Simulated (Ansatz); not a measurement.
**Structures of FePt: which is lowest?**

Plane-wave DFT in Ansatz with scalar-relativistic PAW potentials, cutoff 420 eV, Γ-centred meshes chosen by cell and gap, Gaussian smearing with energies taken to zero width. Every cell was relaxed (cell and atoms) in a run of its own, within the symmetry of its start. Functional: PBEsol.

Relaxed structures (starts from databases or built by putting these elements on another compound's sites):
A. P4/mmm, 2 atoms in the computed cell, a = 2.687 Å, c = 3.718 Å; sites (symmetry × multiplicity) Fe 4/mmm × 1, Pt 4/mmm × 1; start: database
B. Pm-3m, 2 atoms in the computed cell, a = 3.013 Å; sites (symmetry × multiplicity) Fe m-3m × 1, Pt m-3m × 1; start: built
C. P6_3/mmc, 4 atoms in the computed cell, a = 2.699 Å, c = 8.570 Å; sites (symmetry × multiplicity) Pt -6m2 × 2, Fe -3m. × 2; start: built

Question: Rank them by energy. Could pressure change the order?

Answer:
| structure | group | E − E(lowest) (meV/atom) | V (Å³/atom) | gap on mesh (eV) |
| --- | --- | --- | --- | --- |
| A | P4/mmm | 0.0 | 13.42 | 0.00 |
| C | P6_3/mmc | 112 | 13.52 | 0.00 |
| B | Pm-3m | 197 | 13.68 | 0.00 |

A is lowest, 112 meV/atom under C. The lowest is also the densest of these, so pressure wouldn't bring one of the others in at first order. Other structures may lie lower than all of these, and vibrations aren't counted.

Spin-orbit coupling is left out, which matters for the bands of heavy elements. Only parallel moments were tried here. Magnetic cells started from one order each; another order can shift an energy by tens of meV per atom.